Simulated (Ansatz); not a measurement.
**Lower states of Ni: further starts and searches**

Aim: test whether Ni has a self-consistent state below the best one that plain SCF starts reached, by the runs listed below. System: Ni, the deposited crystal structure (space group Fm-3m, primitive cell doubled); the cell holds 2 atoms. Source: COD entry 2100655, which need not be the ambient phase.

Method: DFT r2SCAN, PAW, plane waves, scalar-relativistic, in Ansatz 0.2.0.

## Step 1: Starting point

The structure is cubic, space group Fm-3m (No. 225). The conventional cell has a = 3.533 Å, b = 3.533 Å, c = 3.533 Å, α = 90.00°, β = 90.00°, γ = 90.00°. Ni (site symmetry m-3m) has 12 Ni at 2.50 Å in its first shell of neighbours.

Coordinates:

```xyz
2
Lattice="0.0000 1.7664 1.7664 1.7664 0.0000 1.7664 3.5328 3.5328 0.0000" Properties=species:S:1:pos:R:3 pbc="T T T"
Ni    0.0000    0.0000    0.0000
Ni    1.7664    1.7664    0.0000
```

In tables a label like Ni2 counts atoms in the order of input.yaml; a structure file may count by element.

Known so far: 9 plain starts ended in 3 states. The lowest came from “parallel moments, spin not held back in the first iterations, no switch to direct minimisation [Ni1 2.00, Ni2 2.00 μB]”: ferromagnetic, site moments Ni1 0.84, Ni2 0.84 μB, total 1.55 μB per cell, no gap on the k-mesh, free energy -11690.5531 eV.

Runs to come: parallel moments, default search for lower states; opposed moments +-, default search for lower states; the moments typed in its input, symmetry off, plain SCF; the moments typed in its input, standard search for lower states; the moments typed in its input, symmetry off, default search.

“Plain SCF” means no search for lower states. The default search lets the program follow hints of a lower state (another filling of open shells, a soft direction), where it sees any. The standard and full searches may also try other magnetic orders and fillings, and need not reach the lowest state. With a search on, the program may also reshape the start on open shells. Ends within 0.2 meV/atom and 0.1 μB count as one state.

Moments by site are taken inside atomic spheres; the rest lies between them.

## Step 2: Parallel moments, default search for lower states

Contents of input.yaml:

```yaml
crystal:
  lattice:
    - [0.0, 1.7664, 1.7664]
    - [1.7664, 0.0, 1.7664]
    - [3.5328, 3.5328, 0.0]
  atoms:
    - { symbol: Ni, position: [0.0, 0.0, 0.0], spin: 2.0 }
    - { symbol: Ni, position: [0.0, 0.0, 0.5], spin: 2.0 }
magnetization:
  spin_polarized: true
hamiltonian:
  xc: r2scan
  pseudopotentials: { kind: paw }
basis:
  ecutwfc: 500
kpoints:
  mp_grid: { grid: [13, 13, 7] }
scf:
  occupations: { method: gaussian, width: 0.1 }
output:
  forces: true
  stress: true
```

Run with:

```console
$ ansatz run input.yaml --threads 2 --pin off --max-ram 5120MiB --backend cpu --events-out ev --progress --plain --runs-dir out
```

Output (excerpt; [...] marks lines left out):

```text
Warning: crystal.symmetry: narrowed to the stabiliser of the k-point mesh — unitary ops 24 → 8; excluded 16 operations that carry a point of the 13×13×7 mesh (shift [0, 0, 0]) off the mesh (the run samples exactly the mesh kpoints.mp_grid names, as under crystal.symmetry.detect: false, [...]
Pseudopotentials: kind: paw
Pseudopotential: Ni, paw, valence charge 18, recommended cutoff 500 eV (meta_gga), Ni.paw.azcp
Functional definition: r2SCAN
[...]
Crystal: 2 atoms, lattice volume = 22.046 Å³
Basis set: ecut = 500 eV, 555 PW (Γ), exchange–correlation on 80×80×160 points (64 copies of the dense FFT grid, shifted against one another)
Bands: 24, of which v1, the nominal top of the filled ones, is band 18 counted from 1 (17 counted from 0)
Symmetry: 8 space group operations
k-points: 322 of 1183
[...]
Starting moments: Σ|m| = 4 μB on 2 of 2 sites
[...]
SCF iter   1: F=—  HF=-11688.319875 eV  |F-HF|=—  |Δ(HF+E_count)|=         —  Δρ=8.84e-2 (↑8.84e-2 ↓3.54e-2)  dr2=9.11e-1  dr2_τ=1.84e-2  dr2_m=5.92e-1  M=2.675 μB ∫|m|=2.969 μB  β_m=0.91  ethr=2.67e-3  ⟨swp⟩=3.2  Hψ=85618  notcnv=0
[...]
SCF iter  17: F=-11690.553112 eV  HF=-11690.553112 eV  |F-HF|=7.81e-9  |Δ(HF+E_count)|=   5.96e-8  Δρ=1.41e-5 (↑4.16e-6 ↓1.41e-5)  dr2=3.37e-8  dr2_τ=1.05e-10  dr2_m=7.24e-9  M=1.549 μB ∫|m|=1.902 μB  ethr=9.50e-12  ⟨swp⟩=2.3  Hψ=56460  notcnv=0
[...]
this state was not tested for a lower state beside it, because the mixer in use, unlike msr1, does not test its closes by its own steps (another_mixer; see scf.mixing.algorithm and scf.lower_state_search)
SCF converged after 17 iterations
Magnetization: 1.5485 μB (18.7743 up, 17.2257 down)
Absolute magnetization: 1.9046 μB (∫|ρ↑−ρ↓|, with the PAW one-centre terms)
Spin contamination: 0.0467 ħ² per cell (⟨S²⟩ above its minimum at these occupations)
Per-site moments (μB) at R_I (Å): [(0.8444170598451487, 1.030452570087532), (0.8444170598451487, 1.030452570087532)]
Free energy (F): -11690.553112 eV
[...]
E sigma→0 (E₀):  -11690.546438 eV
Entropy (-TS):   -0.013348 eV (-6.674 meV/atom)
Fermi energy:    17.847104 eV
[... 26 lines left out: energy terms, forces, stress ...]
```

Run time: 51 s. Hardware: 2 threads of Arm Neoverse V1, shared host; peak memory 0.64 GiB.

This is the state of step 1 again (ferromagnetic), after 17 iterations.

## Step 3: Opposed moments +-, default search for lower states

input.yaml: that of step 2 with these lines changed.

```diff
@@ -7,3 +7,3 @@
     - { symbol: Ni, position: [0.0, 0.0, 0.0], spin: 2.0 }
-    - { symbol: Ni, position: [0.0, 0.0, 0.5], spin: 2.0 }
+    - { symbol: Ni, position: [0.0, 0.0, 0.5], spin: -2.0 }
 magnetization:
```

Run with:

```console
$ ansatz run input.yaml --threads 2 --pin off --max-ram 5120MiB --backend cpu --events-out ev --progress --plain --runs-dir out
```

Output (excerpt; [...] marks lines left out):

```text
Warning: crystal.symmetry: narrowed to the stabiliser of the k-point mesh — unitary ops 12 → 4; excluded 8 operations that carry a point of the 13×13×7 mesh (shift [0, 0, 0]) off the mesh (the run samples exactly the mesh kpoints.mp_grid names, as under crystal.symmetry.detect: false, and [...]
[... 12 lines as in an earlier run ...]
Symmetry: 4 space group operations
[... 6 lines as in an earlier run ...]
Starting moments: Σ|m| = 4 μB on 2 of 2 sites
[... 2 lines as in an earlier run ...]
spin-down is spin-up translated by (0, 0, 0.5): one eigenproblem is solved per k-point and the antiferromagnetic symmetry of the starting moments is kept exactly by this SCF (crystal.symmetry.spin_inversion_symmetry: false solves both channels; [...]
SCF iter   1: F=—  HF=-11687.857229 eV  |F-HF|=—  |Δ(HF+E_count)|=         —  Δρ=7.01e-2 (↑7.01e-2 ↓7.01e-2)  dr2=7.88e-1  dr2_τ=1.76e-2  dr2_m=7.17e-1  M=0.000 μB ∫|m|=2.916 μB  β_m=0.30  ethr=2.44e-3  ⟨swp⟩=3.3  Hψ=45761  notcnv=0
[...]
Starting moments: Σ|m| = 4 μB on 2 of 2 sites; this step starts from the density that it was given
[...]
WARN: the starting moments were not kept: 1 of 2 ended reversed and 1 kept their direction, counting a site from 0.1 of the cell's largest site moment. The largest reversed, site 0 (counted from 0, in the order of the report's site_moments_mub), started with +2.0 μB and closes at -8.4e-1 [...]
no probe read this state for a lower one beside it (scf.lower_state_search): an SCF that set out along what the orbitals read of the open shells (or to have them read: on a GPU, or by another smearing), or from atoms, led to it (look_outside_group), and dielectric_reading bears what that [...]
SCF converged after 2 iterations
Magnetization: -1.5484 μB (17.2258 up, 18.7742 down)
Absolute magnetization: 1.9044 μB (∫|ρ↑−ρ↓|, with the PAW one-centre terms)
Spin contamination: 0.0467 ħ² per cell (⟨S²⟩ above its minimum at these occupations)
Per-site moments (μB) at R_I (Å): [(-0.8443864203772425, 1.030452570087532), (-0.8443068950211354, 1.030452570087532)]
Free energy (F): -11690.553112 eV
[...]
E sigma→0 (E₀):  -11690.546438 eV
Entropy (-TS):   -0.013349 eV (-6.674 meV/atom)
Fermi energy:    17.847184 eV
[... 31 lines left out: energy terms, forces, stress, bands ...]
```

Wall time 6.6 min (2 threads of Arm Neoverse V1, shared host); peak memory 1.5 GiB.

This is the state of step 1 again (ferromagnetic), after 33 iterations.

## Step 4: The moments typed in its input, symmetry off, plain SCF

input.yaml: that of step 3 with these lines changed.

```diff
@@ -6,4 +6,5 @@
   atoms:
-    - { symbol: Ni, position: [0.0, 0.0, 0.0], spin: 2.0 }
-    - { symbol: Ni, position: [0.0, 0.0, 0.5], spin: -2.0 }
+    - { symbol: Ni, position: [0.0, 0.0, 0.0], spin: 0.06 }
+    - { symbol: Ni, position: [0.0, 0.0, 0.5], spin: 0.06 }
+  symmetry: { detect: false, time_reversal: true }
 magnetization:
@@ -19,2 +20,3 @@
   occupations: { method: gaussian, width: 0.1 }
+  lower_state_search: "off"
 output:
```

Run with:

```console
$ ansatz run input.yaml --threads 2 --pin off --max-ram 5120MiB --backend cpu --events-out ev --progress --plain --runs-dir out
```

Output (excerpt; [...] marks lines left out):

```text
[... 11 lines as in an earlier run ...]
Bands: 23, of which v1, the nominal top of the filled ones, is band 18 counted from 1 (17 counted from 0)
Symmetry: 1 space group operations
k-points: 592 of 1183 (time reversal used)
[... 5 lines as in an earlier run ...]
Starting moments: Σ|m| = 0.12 μB on 2 of 2 sites
[... 2 lines as in an earlier run ...]
[...]
SCF iter   1: F=-11690.150167 eV  HF=-11690.135178 eV  |F-HF|=1.50e-2  |Δ(HF+E_count)|=         —  Δρ=4.33e-2 (↑4.33e-2 ↓1.77e-2)  dr2=3.71e-1  dr2_τ=1.34e-2  dr2_m=4.51e-2  M=0.284 μB ∫|m|=0.288 μB  β_m=1.00  ethr=1.03e-3  ⟨swp⟩=1.0  Hψ=146975  notcnv=0
[...]
spin-set hold released at iteration 7 (site moments contracting): the magnetisation degrees of freedom join the quasi-Newton model from the next iteration; the mixer history was flushed
[...]
SCF iter  24: F=-11690.553112 eV  HF=-11690.553112 eV  |F-HF|=6.16e-8  |Δ(HF+E_count)|=   4.12e-7  Δρ=6.71e-6 (↑6.71e-6 ↓6.01e-6)  dr2=1.41e-9  dr2_τ=3.85e-11  dr2_m=5.99e-9  M=1.549 μB ∫|m|=1.902 μB  ethr=9.74e-12  ⟨swp⟩=4.3  Hψ=96949  notcnv=0
[...]
[... 1 line as in an earlier run ...]
SCF converged after 24 iterations
Magnetization: 1.5486 μB (18.7743 up, 17.2257 down)
Absolute magnetization: 1.9047 μB (∫|ρ↑−ρ↓|, with the PAW one-centre terms)
Spin contamination: 0.0467 ħ² per cell (⟨S²⟩ above its minimum at these occupations)
Per-site moments (μB) at R_I (Å): [(0.8444464435998593, 1.030452570087532), (0.8444473915406717, 1.030452570087532)]
Free energy (F): -11690.553112 eV
[...]
E sigma→0 (E₀):  -11690.546439 eV
Entropy (-TS):   -0.013346 eV (-6.673 meV/atom)
Fermi energy:    17.847254 eV
[... 26 lines left out: energy terms, forces, stress ...]
```

Wall time 3.5 min (2 threads of Arm Neoverse V1, shared host); peak memory 0.95 GiB.

Nothing new: the 24 iterations lead to the state found in step 1 (ferromagnetic).

## Step 5: The moments typed in its input, standard search for lower states

input.yaml: that of step 4 with these lines changed.

```diff
@@ -8,3 +8,2 @@
     - { symbol: Ni, position: [0.0, 0.0, 0.5], spin: 0.06 }
-  symmetry: { detect: false, time_reversal: true }
 magnetization:
@@ -20,3 +19,3 @@
   occupations: { method: gaussian, width: 0.1 }
-  lower_state_search: "off"
+  lower_state_search: standard
 output:
```

Run with:

```console
$ ansatz run input.yaml --threads 2 --pin off --max-ram 5120MiB --backend cpu --events-out ev --progress --plain --runs-dir out
```

Output (excerpt; [...] marks lines left out):

```text
[... 1 line as in an earlier run ...]
the run goes by scf.lower_state_search standard: where its kind and settings allow, a search for a lower-energy state can add stability tests and further SCF calculations, which can take several times, in some runs tens of times, as long as the SCF (see the manual's entry of the key); [...]
[... 19 lines as in an earlier run ...]
Starting moments: Σ|m| = 0.12 μB on 2 of 2 sites
[... 2 lines as in an earlier run ...]
[...]
SCF iter   1: F=-11689.279336 eV  HF=-11688.502989 eV  |F-HF|=7.76e-1  |Δ(HF+E_count)|=         —  Δρ=3.39e-2 (↑1.88e-2 ↓3.39e-2)  dr2=3.55e-1  dr2_τ=8.95e-3  dr2_m=1.60e-2  M=0.204 μB ∫|m|=0.212 μB  β_m=0.43  ethr=1.28e-3  ⟨swp⟩=3.9  Hψ=92396  notcnv=0
[...]
Starting moments: Σ|m| = 4 μB on 2 of 2 sites
[...]
an SCF from atoms, with the moment that Hund's first rule gives the d electrons of its PAW file's atom on each transition metal's site whose file has a part-filled d shell, one of which bore under half of it, and that of a half-full f shell on its own, with the run's symmetry operations [...]
[... 1 line as in an earlier run ...]
SCF converged after 29 iterations
Magnetization: 1.5483 μB (18.7742 up, 17.2258 down)
Absolute magnetization: 1.9044 μB (∫|ρ↑−ρ↓|, with the PAW one-centre terms)
Spin contamination: 0.0467 ħ² per cell (⟨S²⟩ above its minimum at these occupations)
Per-site moments (μB) at R_I (Å): [(0.8443248709565639, 1.030452570087532), (0.8443248709565639, 1.030452570087532)]
Free energy (F): -11690.553112 eV
[...]
E sigma→0 (E₀):  -11690.546437 eV
Entropy (-TS):   -0.013349 eV (-6.674 meV/atom)
Fermi energy:    17.847067 eV
[... 26 lines left out: energy terms, forces, stress ...]
```

It took 2 min on 2 threads of Arm Neoverse V1, shared host; peak memory 0.75 GiB.

Nothing new: the 49 iterations lead to the state found in step 1 (ferromagnetic).

## Step 6: The moments typed in its input, symmetry off, default search

Contents of input.yaml:

```yaml
crystal:
  lattice:
    - [0.0, 1.7664, 1.7664]
    - [1.7664, 0.0, 1.7664]
    - [3.5328, 3.5328, 0.0]
  atoms:
    - { symbol: Ni, position: [0.0, 0.0, 0.0], spin: 2.0 }
    - { symbol: Ni, position: [0.0, 0.0, 0.5], spin: 2.0 }
  symmetry: { detect: false, time_reversal: true }
magnetization:
  spin_polarized: true
hamiltonian:
  xc: r2scan
  pseudopotentials: { kind: paw }
basis:
  ecutwfc: 500
kpoints:
  mp_grid: { grid: [13, 13, 7] }
scf:
  occupations: { method: gaussian, width: 0.1 }
output:
  forces: true
  stress: true
  write_density: true
  write_potential: true
  elf: true
  volumetric_format: npy
```

Run with:

```console
$ ansatz run input.yaml --threads 2 --pin off --max-ram 5120MiB --backend cpu --events-out ev --progress --plain --runs-dir out
```

Output (excerpt; [...] marks lines left out):

```text
[... 19 lines as in an earlier run ...]
Starting moments: Σ|m| = 4 μB on 2 of 2 sites
[... 2 lines as in an earlier run ...]
[...]
SCF iter   1: F=—  HF=-11688.319987 eV  |F-HF|=—  |Δ(HF+E_count)|=         —  Δρ=8.84e-2 (↑8.84e-2 ↓3.54e-2)  dr2=9.11e-1  dr2_τ=1.84e-2  dr2_m=5.92e-1  M=2.675 μB ∫|m|=2.968 μB  β_m=0.91  ethr=2.67e-3  ⟨swp⟩=3.2  Hψ=157276  notcnv=0
[...]
SCF iter  18: F=-11690.553112 eV  HF=-11690.553112 eV  |F-HF|=2.22e-9  |Δ(HF+E_count)|=   1.77e-7  Δρ=1.88e-6 (↑1.63e-6 ↓1.88e-6)  dr2=4.24e-10  dr2_τ=1.08e-11  dr2_m=1.10e-10  M=1.548 μB ∫|m|=1.902 μB  ethr=1.18e-11  ⟨swp⟩=10.9  Hψ=205949  notcnv=0
[...]
[... 1 line as in an earlier run ...]
SCF converged after 18 iterations
Magnetization: 1.5484 μB (18.7742 up, 17.2258 down)
Absolute magnetization: 1.9044 μB (∫|ρ↑−ρ↓|, with the PAW one-centre terms)
Spin contamination: 0.0467 ħ² per cell (⟨S²⟩ above its minimum at these occupations)
Per-site moments (μB) at R_I (Å): [(0.8443526711429568, 1.030452570087532), (0.844352785527388, 1.030452570087532)]
Free energy (F): -11690.553112 eV
[...]
E sigma→0 (E₀):  -11690.546438 eV
Entropy (-TS):   -0.013348 eV (-6.674 meV/atom)
Fermi energy:    17.847140 eV
[... 31 lines left out: energy terms, forces, stress, bands ...]
```

Run time: 3.4 min. Hardware: 2 threads of Arm Neoverse V1, shared host; peak memory 1 GiB.

This is the state of step 1 again (ferromagnetic), after 18 iterations.

## Step 7: The runs side by side

| step | iterations | state | moments of Ni1 Ni2 (μB) | total (μB) | gap (eV) | pressure (GPa) | above lowest (meV/atom) |
| --- | --- | --- | --- | --- | --- | --- | --- |
| 1 | 16 | 1 | 0.84 0.84 | 1.55 | none | -9.0 | 0.0 |
| 2 | 17 | 1 | 0.84 0.84 | 1.55 | none | -8.9 | 0.0 |
| 3 | 33 | 1 | -0.84 -0.84 | -1.55 | none | -9.0 | 0.0 |
| 4 | 24 | 1 | 0.84 0.84 | 1.55 | none | -8.9 | 0.0 |
| 5 | 49 | 1 | 0.84 0.84 | 1.55 | none | -9.0 | 0.0 |
| 6 | 18 | 1 | 0.84 0.84 | 1.55 | none | -9.0 | 0.0 |

States are numbered from the lowest. Starts by step: 2 parallel moments, default search for lower states; 3 opposed moments +-, default search for lower states; 4 the moments typed in its input, symmetry off, plain SCF; 5 the moments typed in its input, standard search for lower states; 6 the moments typed in its input, symmetry off, default search. Step 1 is the best of the earlier plain starts.

The 5 runs of this session took 16 min in all, from 51 s to 6.6 min each.

Decimal logarithm of the largest residual (eV) by iteration, counted through all cycles of a run:

| iteration | step 2 | step 3 | step 4 | step 5 | step 6 |
| --- | --- | --- | --- | --- | --- |
| 1 | 0.0 | -0.1 | -0.4 | -0.4 | 0.0 |
| 2 | -1.3 | -0.2 | -1.0 | -1.5 | -1.3 |
| 3 | -0.6 | 0.3 | -1.1 | 0.8 | -0.6 |
| 4 | 0.8 | 0.8 | -0.9 | 0.9 | 0.8 |
| 5 | -0.7 | -0.6 | -1.3 | -0.5 | -0.7 |
| 10 | -3.4 | -5.0 | -2.5 | -4.6 | -3.8 |
| 14 | -6.4 | -7.7 | -3.5 | -2.0 | -6.4 |
| 18 | - | 0.6 | -5.9 | -4.3 | -9.4 |
| 23 | - | -8.5 | -8.3 | -6.7 | - |
| 27 | - | -2.8 | - | -7.4 | - |
| 32 | - | -8.2 | - | -0.1 | - |
| 36 | - | - | - | -1.1 | - |
| 40 | - | - | - | -3.8 | - |
| 45 | - | - | - | -5.6 | - |
| 49 | - | - | - | -8.1 | - |

## Step 8: Results

| quantity | value |
| --- | --- |
| distinct states | 1 from 6 converged runs, the best start of step 1 counted |
| lowest state | ferromagnetic |
| its moments | Ni1 0.84, Ni2 0.84 μB |
| total moment | 1.55 μB per cell |
| gap on the k-mesh | none |
| pressure | -9.0 GPa |
| largest force | 0.000 eV/Å |

In words: No run goes below the best plain start. Distinct end states: 1, from 6 converged runs. These are lowest states among those tried, not proven ground states. The mesh has less symmetry than the lattice, which lowers the symmetry of the run.
